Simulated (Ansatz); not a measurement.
hcp against bcc along group 14

Level of theory: Ansatz 0.2.0, DFT, revPBE, plane waves (420 eV) with PAW, scalar-relativistic. The PAW files were generated under PBE, with cores re-solved for the functional.

Each structure is relaxed within its symmetry, in the lowest magnetic state of the tried starts. Differences under about 8 meV lie within the error of the k-point mesh.

| element | E(hcp) − E(bcc) (meV/atom) | V(hcp) (Å³/atom) | V(bcc) (Å³/atom) | state of hcp | state of bcc |
| --- | --- | --- | --- | --- | --- |
| Si | -13 | 14.52 | 14.75 | spin not included | spin not included |
| Ge | 0 | 19.71 | 19.69 | spin not included | spin not included |
| Sn | -14 | 28.32 | 28.18 | spin not included | spin not included |
| Pb | -24 | 32.81 | 32.84 | spin not included | spin not included |
